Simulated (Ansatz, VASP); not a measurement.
**Co in VASP and in Ansatz**

The input INCAR:

```
SYSTEM = Co
PREC = Accurate ; ENCUT = 520
EDIFF = 1E-7 ; ISMEAR = -1
SIGMA = 0.01 ; LREAL = .False.
LASPH = .True. ; NELM = 150
ALGO = Normal ; ISIF = 2
LWAVE = .False. ; LCHARG = .False.
ISPIN = 2 ; MAGMOM = 2 -2
LORBIT = 11 ; LMAXMIX = 4
GGA = RP ; IVDW = 12
NBANDS = 20
```

File KPOINTS:

```
regular mesh
0
Gamma
  12 12 7
  0 0 0
```

Contents of POSCAR:

```
Co
1.0
    2.5045299482      0.0000000000      0.0000000000
   -1.2522649741      2.1689865596      0.0000000000
    0.0000000000      0.0000000000      4.0740599388
Co
2
Direct
    0.6666666667      0.3333333333      0.7500000000
    0.3333333333      0.6666666667      0.2500000000
```

The input input.yaml:

```yaml
crystal:
  lattice:
    - [2.5045299482, 0.0, 0.0]
    - [-1.2522649741, 2.1689865596, 0.0]
    - [0.0, 0.0, 4.0740599388]
  atoms:
    - { symbol: Co, position: [0.6666666667, 0.3333333333, 0.75], spin: 2.0 }
    - { symbol: Co, position: [0.3333333333, 0.6666666667, 0.25], spin: -2.0 }
kpoints:
  mp_grid: { grid: [12, 12, 7] }
scf:
  occupations: { method: fermi_dirac, width: 0.01 }
hamiltonian:
  xc: rpbe
  dispersion: d3bj
  pseudopotentials: { kind: all_electron, lapw: { basis_error: 0.001 } }
magnetization:
  spin_polarized: true
output:
  forces: true
  stress: true
  eigenvalues: true
  populations: true
```

Change from the starting cell: volume scaled by 1.04.

Alike in both runs: functional RPBE; dispersion D3(BJ); k mesh 12 × 12 × 7; occupations fermi-dirac, width 0.01 eV; collinear spin.

|  | VASP | Ansatz |
| --- | --- | --- |
| version | VASP 6.6.1 | Ansatz 0.2.0 |
| potentials or method | VASP PAW PBE potentials, release 64 (Co) | all-electron LAPW, scalar-relativistic |
| plane-wave cutoff (eV) | 520 | see its input |
| task | single point | atomic charges |

VASP gave:

```
gap on the k mesh at the Fermi level (eV)                     : none
pressure (GPa)                                                : -32.5
largest component of the traceless stress (GPa)               : 1.95
net moment per atom (μB)                                      : 0.00
size of the moment on the site where the two differ most (μB) : 1.14
dispersion energy (meV/atom)                                  : -2076.3
```

Question: Estimate Ansatz's values.

Answer: gap on the k mesh at the Fermi level (eV): none; pressure (GPa): -26.9; largest component of the traceless stress (GPa): 1.56; net moment per atom (μB): 1.67; size of the moment on the site where the two differ most (μB): 1.73; dispersion energy (meV/atom): -2076.4.

The net moments differ so much that the two runs ended in different magnetic states, which moves the other rows too. Site moments also hang on the region over which each program counts them. A gap of «none» marks a metal or a gap that the smearing closes. Ansatz ran all-electron here, so the differences hold the error of VASP's frozen core and of both bases.

Caveats: pairwise dispersion overbinds metals, which lowers pressure and volume; the cell as given lies far from equilibrium (VASP); so large a pressure means that the cell lies far from this level's equilibrium, or that cutoff or potentials fall short (VASP); the potentials were made for another functional, which shifts forces and pressure (VASP); the starting moments weren't kept (Ansatz).
